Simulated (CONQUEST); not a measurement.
**Au under changes of volume**

One of the cells (18.207 Å³/atom); the others are scaled copies at fixed shape and fractional positions:

```
Au
1.0
     3.31454    0.00000    0.00000
     0.00000    3.31454    0.00000
     0.00000    0.00000    3.31454
Au
2
Cartesian
  0.0000 0.0000 0.0000
  1.6573 1.6573 1.6573
```

This isn't the form of Au at room conditions, which is fcc.

```yaml
Program: CONQUEST 1.3
Functional: PBE
Potentials_or_basis: PseudoDojo NC PBE, DZP, grid of 32 × 32 × 32 points
k_mesh: 8 × 8 × 8
Occupations: fermi-dirac, width 0.05 eV
Spin: no spin polarisation
```

```tsv
volume (Å³/atom)	energy over the lowest point (meV/atom)	pressure (GPa)
17.115	28.42	9.4
17.479	11.26	5.7
17.843	2.29	2.4
18.207	0.00	-0.3
18.571	3.45	-2.7
18.935	?	?
19.299	24.28	-6.5
```

**Question.** What does the run at 18.935 Å³/atom give?

**Answer.** Energy over the lowest point 11.73 meV/atom; pressure -4.5 GPa.

Worked out: A Birch-Murnaghan fit of order 3 (a polynomial in V^(-2/3)) to the other rows has its minimum at 18.16 Å³/atom with B0 = V·E''(V) = 129 GPa and B' = 7.4. It gives 11.84 meV/atom at 18.935 Å³/atom, against the run's 11.73, and -dE/dV = -4.6 GPa, against -4.5.

Energies are extrapolated to zero smearing.

Caveats: the basis of atomic orbitals isn't converged, which shifts pressures, moduli and gaps.
